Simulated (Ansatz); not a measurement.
This Ansatz 0.2.0 run on BN needs a look.

Contents of input.yaml:

```yaml
crystal:
  lattice:
    - [0.0, 1.6830410394, 1.6830410394]
    - [1.6830410394, 0.0, 1.6830410394]
    - [1.6830410394, 1.6830410394, 0.0]
  atoms:
    - { symbol: "N", position: [0.25, 0.25, 0.25] }
    - { symbol: B, position: [0.0, 0.0, 0.0] }
hamiltonian:
  xc: { exchange: slater, correlation: vwn5 }
  pseudopotentials: { kind: paw }
kpoints:
  mp_grid: { grid: [10, 10, 10] }
scf:
  occupations: { method: fixed }
  max_iter: 80
output:
  forces: true
  stress: true
elastic:
  mode: relaxed_ion
  stencil: two_point
total_charge: 10
```

Potentials or basis: Ansatz PAW.

Launch:

```bash
$ ansatz run input.yaml --threads 1 --pin off --max-ram 2560MiB --backend cpu --events-out ev --progress --plain --runs-dir out
```

Output:

```text
Error: inconsistent input (total_charge): 10 leaves -2.000 electrons of the 8 valence electrons — a charged cell must keep at least one electron
```

Question: How did it end, and where is the flaw?

Answer: The program refused the input. The input holds a flaw that was put in on purpose: a charge that the system can't hold (total_charge = 10).
